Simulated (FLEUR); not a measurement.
Cr: equation of state with r2SCAN

Cr:

```
Cr
1.0
    -1.48445    1.48445    1.48445
     1.48445   -1.48445    1.48445
     1.48445    1.48445   -1.48445
Cr
1
Direct
  0.00000 0.00000 0.00000
```

```json
{"Program": "FLEUR MaX-R8.1 (later development tree)", "Task": "equation of state", "Functional": "r2SCAN", "Potentials or basis": "all-electron", "Basis": "FLAPW", "Kmax": "4.45 1/bohr", "k mesh": "12 × 12 × 12", "Occupations": "fermi-dirac, width 0.05 eV", "Spin": "collinear spin, program default start"}
```

```
Equilibrium volume : 11.29 Å³/atom (rough: see the caveat)
Bulk modulus       : 277 GPa (rough)
```

Energy against volume, from the lowest point:
| volume (Å³/atom) | energy (meV/atom) |
| --- | --- |
| 12.299 | 0.00 |
| 12.561 | 35.20 |
| 13.084 | 122.30 |
| 13.608 | 227.35 |
| 13.870 | 285.39 |

Caveat: the minimum lies outside the volumes run; the meta-GGA is that of a development version, with a GGA for the radial functions and cores and without core tails.
